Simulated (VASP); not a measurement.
A run of VASP 6.6.1:

File INCAR:

```
PREC     = Accurate       # precision mode
ENCUT    = 520            # plane-wave cutoff, eV
EDIFF    = 1E-7           # SCF threshold, eV
ISMEAR   = -1             # smearing method
SIGMA    = 0.05           # smearing width, eV
LREAL    = F              # projectors in reciprocal space
LASPH    = T              # aspherical terms in the spheres
NELM     = 150            # most SCF steps
ALGO     = Normal         # electronic algorithm
ISIF     = 2              # what is computed and relaxed
LWAVE    = F              # write WAVECAR
LCHARG   = T              # write CHGCAR
ISPIN    = 2              # spin polarisation
MAGMOM   = 2              # initial moments
LORBIT   = 11             # projections on sites
LMAXMIX  = 4              # l up to which the mixer works
GGA      = PE             # functional
LELF     = T              # ELF
LVHAR    = T            
NBANDS   = 14             # bands
```

KPOINTS

```
regular mesh
0
Gamma
  13 13 13
```

The input POSCAR:

```
Co
1.0
   -1.4162930000      1.3836180000      1.4262450000
    1.4125490000     -1.3717320000      1.4106140000
    1.4131360000      1.3685750000     -1.4143590000
Co
1
Direct
   -0.0071360000     -0.0030130000     -0.0029040000
```

Potentials or basis: VASP PAW PBE potentials, release 64 (Co).

Command:

```sh
$ cat potpaw_PBE.64/Co/POTCAR > POTCAR
$ mpirun -np 1 vasp_std > vasp.out
```

Hardware: 1 thread of Intel(R) Xeon(R) Platinum 8559C (Emerald Rapids) (shared host).

**Question.** Estimate the wall time of this run.

**Answer.** Run time: 3.4 min on 1 thread of Intel(R) Xeon(R) Platinum 8559C (Emerald Rapids) (shared host), peak memory 0.35 GiB. Counts: scf iterations 16, k points 1099.
